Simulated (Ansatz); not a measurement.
# TiO2: the band gap up the ladder of functionals

The task here is to estimate one member of a computed series from the others.

Program: Ansatz 0.2.0. PAW datasets, plane waves. Calculated at 0 K for a non-magnetic cell.

### The structure to begin with

The cell was relaxed beforehand with r2SCAN.

The symmetry is I4_1/amd (No. 141, tetragonal); conventional cell a = 3.778 Å, c = 9.583 Å, 11.40 Å³ an atom. Around Ti lie 6 O at 1.93–1.99 Å; around O lie 3 Ti at 1.93–1.99 Å.

Coordinates:

```
Ti O
1.0
    -1.88890    1.88890    4.79174
     1.88890   -1.88890    4.79174
     1.88890    1.88890   -4.79174
Ti O
2 4
Direct
  0.00000 0.00000 0.00000
  0.75000 0.25000 0.50000
  0.95729 0.45729 0.50000
  0.20729 0.20729 0.00000
  0.54271 0.04271 0.50000
  0.79271 0.79271 0.00000
```

The first run:

File input.yaml:

```yaml
crystal:
  lattice:
    - [-1.8888957585, 1.8888957585, 4.7917385078]
    - [1.8888957585, -1.8888957585, 4.7917385078]
    - [1.8888957585, 1.8888957585, -4.7917385078]
  atoms:
    - { symbol: Ti, position: [0.0, 0.0, 0.0] }
    - { symbol: Ti, position: [0.75, 0.25, 0.5] }
    - { symbol: O, position: [0.9572855798, 0.4572855798, 0.5] }
    - { symbol: O, position: [0.2072855798, 0.2072855798, 0.0] }
    - { symbol: O, position: [0.5427144202, 0.0427144202, 0.5] }
    - { symbol: O, position: [0.7927144202, 0.7927144202, 0.0] }
kpoints:
  mp_grid: { grid: [10, 10, 10] }
  band_path:
    path:
      - [[0.0, 0.0, 0.0], [-7.021621511141e-18, 7.021621511141e-18, 0.5], [0.25, 0.25, 0.25], [1.652723530147e-17, 0.5, -1.652723530147e-17], [0.0, 0.0, 0.0], [0.5, 0.5, -0.5], [0.2888480989822, 0.7111519010178, -0.2888480989822]]
      - [[-0.2888480989822, 0.2888480989822, 0.2888480989822], [0.0, 0.0, 0.0]]
      - [[-7.021621511141e-18, 7.021621511141e-18, 0.5], [-0.07769619796443, 0.07769619796443, 0.5]]
      - [[0.5, 0.5, -0.07769619796443], [0.5, 0.5, -0.5]]
    npoints: 10
hamiltonian:
  xc: pbe
scf:
  occupations: { method: fermi_dirac, width: 0.02 }
  n_extra_bands: 5
output:
  forces: true
  stress: true
  eigenvalues: true
```

Command:

```
$ ansatz run input.yaml --threads 4 --pin off --max-ram 6451MiB --backend cpu --events-out ev --progress --plain --runs-dir out
```

Steps of the session up to this table: Band structure with PBE; r2SCAN at the same geometry; Single point with HSE06; Single point with PBE0.

One of the session's tables, all rows but one given; the rest of the session is left out.

```
 level  gap (eV)
   PBE         ?
r2SCAN      2.53
 HSE06      3.64
  PBE0      4.38
```

Estimate the missing values for PBE.

**Answer.** gap (eV): 2.15. In the column «gap (eV)» it is the lowest.

Meshes: PBE 10×10×10, r2SCAN 10×10×10, HSE06 6×6×6, PBE0 6×6×6

Against HSE06, PBE is short by 1.49 eV, at 59 % of it, and r2SCAN 69 %. PBE0 lies 0.74 eV above HSE06, which differs from it by screening the long-range exchange.

Caveats from the session: Warnings in the runs' records: stress scf threshold loose, stress exchange threshold loose.
